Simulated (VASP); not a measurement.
Here is a VASP 6.6.1 calculation.

File INCAR:

```
  PREC = Accurate
  ENCUT = 520
  EDIFF = 1E-6
  ISMEAR = -1
  SIGMA = 0.1
  LREAL = Auto
  LASPH = T
  NELM = 60
  ALGO = Fast
  ISIF = 2
  LWAVE = F
  LCHARG = F
  GGA = PE
  NBANDS = 78
```

File KPOINTS:

```
Automatic mesh
0
Gamma
  2 2 2
```

Contents of POSCAR:

```
Ga7Sb8
1.0
    0.0000000000      6.0915220000      6.0915220000
    6.0915220000      0.0000000000      6.0915220000
    6.0915220000      6.0915220000      0.0000000000
Ga Sb
7 8
Direct
    0.0059583631      0.0060772168     -0.0064547908
    0.0058606043      0.4953867030     -0.0063915061
    0.0059971876      0.4952663719      0.5043977515
    0.4949482248      0.0062828305     -0.0063729557
    0.4950647802      0.0060835371      0.5044222117
    0.5006273473      0.5007391420     -0.0010096820
    0.4949883625      0.4953683989      0.5044767958
    0.1151213933      0.1155559317      0.1547564796
    0.1152286736      0.1154092524      0.6137017974
    0.1230869724      0.6265158363      0.1248257825
    0.1151592328      0.6565853329      0.6137654924
    0.6263721940      0.1232082885      0.1248464669
    0.6560961284      0.1155308969      0.6137920868
    0.6262858445      0.6266918186      0.1248971932
    0.6264252185      0.6265143588      0.6214702992
```

Potentials or basis: VASP PAW PBE potentials, release 64 (Ga_d, Sb).

The run is started by

```sh
$ cat potpaw_PBE.64/Ga_d/POTCAR potpaw_PBE.64/Sb/POTCAR > POTCAR
$ mpirun -np 1 vasp_std > vasp.out
```

Q: What does it give for the pressure?

A: 0.6 GPa.

Q: Predict the largest force.

A: 0.017 eV/Å.

Forces on the atoms (eV/Å):
```
Ga   0.001  0.000  0.004
Ga  -0.004  0.000  0.000
Ga   0.000  0.004 -0.001
Ga   0.000 -0.004 -0.001
Ga   0.005  0.000  0.000
Ga   0.001  0.000 -0.001
Ga   0.000  0.001 -0.004
Sb   0.010  0.009 -0.010
Sb  -0.009 -0.009 -0.008
Sb  -0.002  0.002  0.000
Sb   0.007 -0.008  0.010
Sb   0.001 -0.002  0.000
Sb  -0.007  0.007  0.009
Sb   0.000  0.001  0.000
Sb  -0.002 -0.003  0.003
```

Caveat: the k mesh is coarse (spacing up to 0.45 Å⁻¹), so the values aren't converged. Spin-orbit coupling is left out, which matters for the levels of Sb.
